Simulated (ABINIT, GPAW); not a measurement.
**The band gap of MgO2, sorted by core time**

The structure is trigonal, space group R-3m (No. 166). The conventional cell has a = 3.210 Å, b = 3.210 Å, c = 10.482 Å, α = 90.00°, β = 90.00°, γ = 120.00°. Mg (site symmetry -3m) has 6 O at 2.11 Å as nearest neighbours. Around O (site symmetry 3m) lie 1 O at 1.49 Å.

The cell comes from a database or a generator and needn't be the stable form of this composition.

| rung | level | program and potentials | cutoff (eV) | k mesh | task | core time | chip | band gap (eV) | notes |
| --- | --- | --- | --- | --- | --- | --- | --- | --- | --- |
| GGA | PBEsol | GPAW, PAW data sets generated for this functional | 800 | 7 × 7 × 7 | band structure | 67 s | Arm Neoverse V2 | 2.26 | from the band path |
| LDA | LDA | GPAW, the program's PAW data sets (release 1.2.1) made for this functional | 800 | 7 × 7 × 7 | band structure | 72 s | Arm Neoverse V2 | 2.20 | from the band path |
| LDA | LDA | ABINIT, JTH PAW LDA v2.0 | 626 | 10 × 10 × 10 | band structure | 77 s | Arm Neoverse V2 | 2.16 | - |
| meta-GGA | r2SCAN | GPAW, GPAW PAW data sets (gpaw-data 1.2.1) | 800 | 7 × 7 × 7 | band structure | 4.9 min | Arm Neoverse V1 | 2.98 | potentials made for PBE; from the band path |
| COHSEX | COHSEX on PBEsol | ABINIT, PseudoDojo NC SR PBEsol v0.4.1 standard | 1034 | 4 × 4 × 4 | COHSEX levels | 22 min | AMD EPYC 9R45 Zen 5 | 9.11 | coarse mesh; bands, basis or mesh of the many-body step not converged; response cutoff 272 eV, bands 84 |

Times are single runs on shared hosts and different chips, so they are rough; meshes, cutoffs and the tasks' sizes weigh on the time. All rows: no spin polarisation. Gaps are the least found on the k mesh or the band path, and a mesh can miss the band edges. Meshes differ between rows, which moves values too. All levels ran on this one cell, unrelaxed unless noted. Meshes are those of the run's cell of 3 atoms unless a note names another. Runs on faulty files, with rough fits or with known faults for this quantity aren't shown. PBE isn't shown for this crystal. No row holds spin-orbit coupling.

By rung: LDA 2.16 to 2.20; GGA 2.26; meta-GGA 2.98; COHSEX on coarse settings 9.11 (eV).
